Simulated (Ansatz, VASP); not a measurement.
# NaI: VASP beside Ansatz

```
Na I
1.0
     0.00000    3.26410    3.26410
     3.26410    0.00000    3.26410
     3.26410    3.26410    0.00000
Na I
1 1
Cartesian
  0.0000 0.0000 0.0000
  3.2641 3.2641 3.2641
```

Alike in both runs: functional PBE; k mesh 6 × 6 × 6; occupations gaussian, width 0.02 eV; no spin polarisation.

Ansatz relaxed the structure, and its values are those at the end. VASP's run is a single point on that final structure, the one shown.

```csv
,VASP,Ansatz
version,VASP 6.6.1,Ansatz 0.2.0
potentials or method,"VASP PAW PBE potentials, release 64 (Na_pv, I)","scalar-relativistic, plane waves, PAW"
plane-wave cutoff (eV),520,420
valence electrons in the cell,14,26
```

|  | VASP | Ansatz | Ansatz less VASP |
| --- | --- | --- | --- |
| gap on the k mesh at the Fermi level (eV) | 3.57 | 3.58 | +0.004 |
| least direct gap on the mesh (eV) | 3.57 | 3.58 | +0.004 |
| pressure (GPa) | 0.0 | 0.0 | -0.02 |

The two sets of potentials don't hold the same shells in valence.

Caveats: spin-orbit coupling is left out, which moves the levels of the heavy elements.
